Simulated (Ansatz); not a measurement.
The system is NaH.

```xyz
2
Lattice="0.0000 2.4400 2.4400 2.4400 0.0000 2.4400 2.4400 2.4400 0.0000" Properties=species:S:1:pos:R:3 pbc="T T T"
Na    0.0000    0.0000    0.0000
H     2.4400    2.4400    2.4400
```

Base run:

| Property | Result |
| --- | --- |
| Program | Ansatz 0.2.0 |
| Functional | PBE0 |
| Potentials or basis | Ansatz PAW |
| Cutoff | 420 eV (not typed: the program's choice for these potentials) |
| k mesh | 6 × 6 × 6 |
| Occupations | fermi-dirac, width 0.05 eV |
| Spin | no spin polarisation |

Its results: band gap on the k mesh 5.51 eV, indirect (least direct gap 6.41 eV); pressure -1.0 GPa.

**Question.** The run is repeated on the same cell with these changes: functional from PBE0 to HSE06. What comes out?

**Answer.** Band gap on the k mesh 4.79 eV, indirect (least direct gap 5.68 eV); pressure -1.0 GPa.

Caveats: the PAW data sets come from PBE, with cores solved anew for the run's functional, which leaves a small shift of forces and pressure; the thresholds are loose for stress.

A k mesh can miss the band edges.
